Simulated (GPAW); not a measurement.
# ZnS (F-43m) in GPAW: notebook

Aim: see how the results for ZnS move with the level of theory and the settings. Levels: PBE+D3, r2SCAN, PBE+D3(op), WC. Tasks: phonons, gruneisen, Wannier functions.

All numbers are computed with GPAW 26.7.0; they aren't measurements. Logs are shortened: lines on timing, memory, paths and dates and some standing lists are left out, and cuts for length are marked. The log counts tension as positive stress, the text compression.

**Experimental background.**

“Electronic, vibrational, and thermodynamic properties of ZnS (zincblende and rocksalt structure)”, 2009, arxiv:0911.5022 quotes, for a bulk crystal of ZnS at 19 K: band gap 3.85 eV (direct).

The runs below are set against these values where they give the same quantity.

## 1. The crystal as given

Symmetry: F-43m, No. 216, cubic system. Conventional cell: a = 5.404 Å, b = 5.404 Å, c = 5.404 Å, α = 90.00°, β = 90.00°, γ = 90.00°. Zn (site symmetry -43m) is surrounded by 4 S at 2.34 Å. S (site symmetry -43m) is surrounded by 4 Zn at 2.34 Å.

## 2. Phonons, PBE+D3

Input file run.py:

```python
import json
import numpy as np
from ase import Atoms
from ase.calculators.mixing import SumCalculator
from ase.constraints import FixSymmetry
from ase.filters import FrechetCellFilter
from ase.io import read, write
from ase.optimize import BFGS
from dftd3.ase import DFTD3
from phonopy import Phonopy
from phonopy.structure.atoms import PhonopyAtoms
from gpaw import GPAW, PW

atoms = read('ZnS.xyz')

calc = GPAW(mode=PW(600),
            xc='PBE',
            kpts={'size': (9, 9, 9), 'gamma': True},
            occupations={'name': 'fermi-dirac', 'width': 0.05},
            nbands=18,
            convergence={'density': 1e-06, 'eigenstates': 1e-09},
            maxiter=150,
            txt='gpaw.txt')
atoms.calc = SumCalculator([calc, DFTD3(method='pbe', damping='d3zero')])
atoms.set_constraint(FixSymmetry(atoms))
BFGS(FrechetCellFilter(atoms), trajectory='relax.traj', logfile='-').run(fmax=0.005, steps=40)
atoms.set_constraint()
energy = atoms.get_potential_energy()
forces = atoms.get_forces()
stress = atoms.get_stress()
calc.write('gs.gpw')
write('result.traj', atoms)
print('Cell:', atoms.cell.cellpar().round(4))
print(atoms.get_scaled_positions().round(5))

def force_constants(scale):
    unit = PhonopyAtoms(symbols=atoms.get_chemical_symbols(), cell=atoms.cell[:] * scale**(1 / 3),
                        scaled_positions=atoms.get_scaled_positions())
    ph = Phonopy(unit, supercell_matrix=np.diag([1, 1, 1]), primitive_matrix=np.eye(3), symprec=1e-4)
    ph.generate_displacements(distance=0.01)
    forces = []
    for i, sc in enumerate(ph.supercells_with_displacements):
        a = Atoms(sc.symbols, cell=sc.cell, scaled_positions=sc.scaled_positions, pbc=True)
        c = GPAW(mode=PW(600),
                 xc='PBE',
                 kpts={'size': (9, 9, 9), 'gamma': True},
                 occupations={'name': 'fermi-dirac', 'width': 0.05},
                 nbands=18,
                 convergence={'density': 1e-06, 'eigenstates': 1e-09},
                 maxiter=150,
                 txt=f'disp-{scale:.3f}-{i:02d}.txt')
        a.calc = SumCalculator([c, DFTD3(method='pbe', damping='d3zero')])
        f = a.get_forces()
        forces.append(f - f.mean(axis=0))
        print(f'displacement {i}: drift', f.mean(axis=0).round(5), flush=True)
    ph.forces = forces
    ph.produce_force_constants()
    ph.symmetrize_force_constants()
    return ph

qpoints = [[0.0, 0.0, 0.0]]
results = {}
for scale in [1.0]:
    ph = force_constants(scale)
    ph.run_qpoints(qpoints)
    nu = ph.qpoints.frequencies * 33.35641  # THz to cm^-1
    results[f'{scale:.3f}'] = nu.tolist()
    for qp, f in zip(qpoints, nu):
        print(scale, np.round(qp, 4), f.round(2))
json.dump(results, open('phonons.json', 'w'))
```

Input file ZnS.xyz:

```xyz
2
Lattice="0.0000000000 2.7020000000 2.7020000000 2.7020000000 0.0000000000 2.7020000000 2.7020000000 2.7020000000 0.0000000000" Properties=species:S:1:pos:R:3 pbc="T T T"
Zn     4.0530000000      4.0530000000      4.0530000000
S      0.0000000000      0.0000000000      0.0000000000
```

Potentials or basis: GPAW PAW data sets (gpaw-data 1.2.1), pw.

Started as:

```
> OMP_NUM_THREADS=1 python run.py
```

gpaw.txt:

```text
__  _  _
 | _ |_)|_||  |
 |__||  | ||/\| - 26.7.0

Input parameters:
  mode=PW(ecut=600.0),
  convergence={'density': 1e-06, 'eigenstates': 1e-09},
  kpts=MonkhorstPack(size=(9, 9, 9), gamma=True),
  maxiter=150,
  nbands=18,
  occupations=Occupations(name='fermi-dirac', width=0.05),
  xc=XC(name='PBE')

Diagonalizing LCAO Hamiltonian
Converting LCAO to pw mode

                    Zn

       S

Atoms  # Å, Bohr magnetons
|   | symbol |        x |        y |        z |    initial magnetic moments |
|---|--------|----------|----------|----------|-----------------------------|
| 0 |     Zn | 4.053000 | 4.053000 | 4.053000 | ( 0.0000,  0.0000,  0.0000) |
| 1 |      S | 0.000000 | 0.000000 | 0.000000 | ( 0.0000,  0.0000,  0.0000) |

Unit cell  # Å
| periodic |        x |        y |        z |  lengths |    angles |
|----------|----------|----------|----------|----------|-----------|
|      yes | 0.000000 | 2.702000 | 2.702000 | 3.821205 | 60.000000 |
|      yes | 2.702000 | 0.000000 | 2.702000 | 3.821205 | 60.000000 |
|      yes | 2.702000 | 2.702000 | 0.000000 | 3.821205 | 60.000000 |

Number of symmetries: 24
Symmetry operations  # r_c * U_cc + t_c -> r_c
|    | kind |            matrix            |
|----|------|------------------------------|
|  0 |  E   |  1, 0, 0,  0, 1, 0,  0, 0, 1 |
|  1 |  σ   |  1, 0, 0,  0, 0, 1,  0, 1, 0 |
|  2 |  σ   |  1, 0,-1,  0, 1,-1,  0, 0,-1 |
|  3 |  C3  |  1, 0,-1,  0, 0,-1,  0, 1,-1 |
|  4 |  C3  |  1,-1, 0,  0,-1, 1,  0,-1, 0 |
|  5 |  σ   |  1,-1, 0,  0,-1, 0,  0,-1, 1 |
|  6 |  σ   |  0, 1, 0,  1, 0, 0,  0, 0, 1 |
|  7 |  C3  |  0, 1, 0,  0, 0, 1,  1, 0, 0 |
|  8 |  C2  |  0, 1,-1,  1, 0,-1,  0, 0,-1 |
[... 147 lines left out ...]
SCF iterations
|iter     | |      energy | eigst |  dens |
|---------|-|-------------|-------|-------|
|iter:   1| |   -7.291913 | -0.09 |       |
|iter:   2| |   -7.205643 | -1.80 | -1.18 |
|iter:   3| |   -6.921237 | -1.50 | -1.23 |
|iter:   4| |   -6.921903 | -2.66 | -1.79 |
|iter:   5| |   -6.923390c| -3.64 | -2.23 |
|iter:   6| |   -6.923337c| -4.30 | -3.00 |
|iter:   7| |   -6.923362c| -5.20 | -3.52 |
|iter:   8| |   -6.923369c| -5.86 | -3.87 |
|iter:   9| |   -6.923369c| -8.04 | -4.90 |
|iter:  10| |   -6.923369c| -8.91 | -5.36 |
|iter:  11| |   -6.923369c| -9.64c| -6.28c|

Converged in 11 steps
Energy contributions relative to reference atoms: (reference = -59718.946550)

Energy contributions:
  Kinetic:          10.974345
  Coulomb:          -9.307794
  Zero:              0.056348
  External:          0.000000
  Xc:               -8.646268
[... 71 lines left out ...]
|----|------|------------------------------|
|  0 |  E   |  1, 0, 0,  0, 1, 0,  0, 0, 1 |
|  1 |  σ   |  1, 0, 0,  0, 0, 1,  0, 1, 0 |
|  2 |  σ   |  1, 0,-1,  0, 1,-1,  0, 0,-1 |
|  3 |  C3  |  1, 0,-1,  0, 0,-1,  0, 1,-1 |
|  4 |  C3  |  1,-1, 0,  0,-1, 1,  0,-1, 0 |
|  5 |  σ   |  1,-1, 0,  0,-1, 0,  0,-1, 1 |
|  6 |  σ   |  0, 1, 0,  1, 0, 0,  0, 0, 1 |
|  7 |  C3  |  0, 1, 0,  0, 0, 1,  1, 0, 0 |
|  8 |  C2  |  0, 1,-1,  1, 0,-1,  0, 0,-1 |
[... 147 lines left out ...]
SCF iterations
|iter     | |      energy | eigst |  dens |
|---------|-|-------------|-------|-------|
|iter:   1| |   -6.922470 | -3.05 |       |
|iter:   2| |   -6.922434 | -5.13 | -2.87 |
|iter:   3| |   -6.922277c| -5.18 | -2.91 |
|iter:   4| |   -6.922273c| -6.25 | -3.69 |
|iter:   5| |   -6.922273c| -7.27 | -4.09 |
|iter:   6| |   -6.922273c| -7.68 | -4.61 |
|iter:   7| |   -6.922273c| -8.75 | -5.09 |
|iter:   8| |   -6.922273c| -9.29c| -5.84 |
|iter:   9| |   -6.922273c| -9.52c| -6.39c|

Converged in 9 steps
Energy contributions relative to reference atoms: (reference = -59718.946550)

Energy contributions:
  Kinetic:          11.104610
  Coulomb:          -9.405855
  Zero:              0.055889
  External:          0.000000
  Xc:               -8.676917
  Entropy:          -0.000000
  Spinorbit:         0.000000
  ----------------------------
  Free energy:      -6.922273
  Extrapolated:     -6.922273
[... 31 lines left out ...]
Stress tensor  # eV/Ang^3
|         x |         y |         z |
|-----------|-----------|-----------|
| -0.011355 |  0.000000 | -0.000000 |
|  0.000000 | -0.011355 |  0.000000 |
| -0.000000 |  0.000000 | -0.011355 |

Forces  # eV/Ang
|       x |        y |        z |
|---------|----------|----------|
| 0.00000 | -0.00000 | -0.00000 |  # Zn   0
| 0.00000 |  0.00000 |  0.00000 |  # S    1

Interpolating wave functions to new cell

                    Zn

       S

Atoms  # Å, Bohr magnetons
|   | symbol |        x |        y |        z |    initial magnetic moments |
|---|--------|----------|----------|----------|-----------------------------|
| 0 |     Zn | 4.036222 | 4.036222 | 4.036222 | ( 0.0000,  0.0000,  0.0000) |
| 1 |      S | 0.000000 | 0.000000 | 0.000000 | ( 0.0000,  0.0000,  0.0000) |

Unit cell  # Å
| periodic |        x |        y |        z |  lengths |    angles |
|----------|----------|----------|----------|----------|-----------|
|      yes | 0.000000 | 2.690814 | 2.690814 | 3.805386 | 60.000000 |
|      yes | 2.690814 | 0.000000 | 2.690814 | 3.805386 | 60.000000 |
|      yes | 2.690814 | 2.690814 | 0.000000 | 3.805386 | 60.000000 |

Number of symmetries: 24
Symmetry operations  # r_c * U_cc + t_c -> r_c
|    | kind |            matrix            |
|----|------|------------------------------|
|  0 |  E   |  1, 0, 0,  0, 1, 0,  0, 0, 1 |
|  1 |  σ   |  1, 0, 0,  0, 0, 1,  0, 1, 0 |
|  2 |  σ   |  1, 0,-1,  0, 1,-1,  0, 0,-1 |
|  3 |  C3  |  1, 0,-1,  0, 0,-1,  0, 1,-1 |
|  4 |  C3  |  1,-1, 0,  0,-1, 1,  0,-1, 0 |
|  5 |  σ   |  1,-1, 0,  0,-1, 0,  0,-1, 1 |
|  6 |  σ   |  0, 1, 0,  1, 0, 0,  0, 0, 1 |
|  7 |  C3  |  0, 1, 0,  0, 0, 1,  1, 0, 0 |
|  8 |  C2  |  0, 1,-1,  1, 0,-1,  0, 0,-1 |
[... 147 lines left out ...]
SCF iterations
|iter     | |      energy | eigst |  dens |
|---------|-|-------------|-------|-------|
|iter:   1| |   -6.919821 | -1.86 |       |
|iter:   2| |   -6.919260 | -3.95 | -2.27 |
|iter:   3| |   -6.916807c| -3.99 | -2.31 |
|iter:   4| |   -6.916754c| -5.06 | -3.10 |
|iter:   5| |   -6.916752c| -6.08 | -3.50 |
|iter:   6| |   -6.916752c| -6.49 | -4.02 |
|iter:   7| |   -6.916752c| -7.57 | -4.50 |
|iter:   8| |   -6.916752c| -8.50 | -5.25 |
|iter:   9| |   -6.916752c| -9.77c| -5.79 |
|iter:  10| |   -6.916752c|-10.92c| -6.95c|

Converged in 10 steps
Energy contributions relative to reference atoms: (reference = -59718.946550)

Energy contributions:
  Kinetic:          11.627520
  Coulomb:          -9.799150
  Zero:              0.053838
  External:          0.000000
  Xc:               -8.798960
  Entropy:          -0.000000
  Spinorbit:         0.000000
  ----------------------------
  Free energy:      -6.916752
  Extrapolated:     -6.916752
[... 31 lines left out ...]
Stress tensor  # eV/Ang^3
|         x |         y |         z |
|-----------|-----------|-----------|
| -0.016302 | -0.000000 |  0.000000 |
| -0.000000 | -0.016302 |  0.000000 |
|  0.000000 |  0.000000 | -0.016302 |

Forces  # eV/Ang
|       x |        y |        z |
|---------|----------|----------|
| 0.00000 | -0.00000 | -0.00000 |  # Zn   0
| 0.00000 | -0.00000 | -0.00000 |  # S    1

# Writing to gs.gpw (mode='')
```

disp-1.000-00.txt:

```text
__  _  _
 | _ |_)|_||  |
 |__||  | ||/\| - 26.7.0

Input parameters:
  mode=PW(ecut=600.0),
  convergence={'density': 1e-06, 'eigenstates': 1e-09},
  kpts=MonkhorstPack(size=(9, 9, 9), gamma=True),
  maxiter=150,
  nbands=18,
  occupations=Occupations(name='fermi-dirac', width=0.05),
  xc=XC(name='PBE')
[... 198 lines left out ...]
|          3 |        -2.468 |     2.000 |
|          4 |        -1.967 |     2.000 |
|          5 |        -1.967 |     2.000 |
[... 10 lines left out ...]
|         16 |        18.455 |     0.000 |
|         17 |        18.489 |     0.000 |

Gap: 2.150 eV
Transition (v -> c):
  (s=0, k=0, n=8, [0.00, 0.00, 0.00]) -> (s=0, k=0, n=9, [0.00, 0.00, 0.00])
No difference between direct/indirect transitions

Forces  # eV/Ang
|        x |        y |        z |
|----------|----------|----------|
| -0.00123 | -0.04380 | -0.04380 |  # Zn   0
|  0.00123 |  0.04380 |  0.04380 |  # S    1
```

Wall time 3.7 min (1 thread of Intel Xeon Platinum 8488C (Sapphire Rapids), shared host); peak memory 0.37 GiB.

What came out:

| Quantity | Value |
| --- | --- |
| Free energy | -7.4603 eV |
| Relaxed volume | 19.48 Å³/atom |
| Relaxed cell | a = 3.805 Å, b = 3.805 Å, c = 3.805 Å, α = 60.00°, β = 60.00°, γ = 60.00° |
| Space group after relaxing (to 0.05 Å) | F-43m (No. 216) |
| Pressure after relaxing | 0.0 GPa |
| Band gap on the k mesh | 2.16 eV, direct |
| Highest phonon frequency at Γ, LO-TO splitting left out | 279 cm⁻¹ |
| Dispersion energy per atom | -0.272 eV |

Final structure:
```
CELL_PARAMETERS angstrom
0.00000 2.69081 2.69081
2.69081 0.00000 2.69081
2.69081 2.69081 0.00000
ATOMIC_POSITIONS crystal
Zn 0.75000 0.75000 0.75000
S 0.00000 0.00000 0.00000
```

Phonon frequencies in cm⁻¹ (negative: imaginary):
| q point | frequencies |
| --- | --- |
| (0.000, 0.000, 0.000) | 0 0 0 279 279 279 |

Caveat: the LO-TO splitting is left out.

(Part 1 of 4 ends here.)
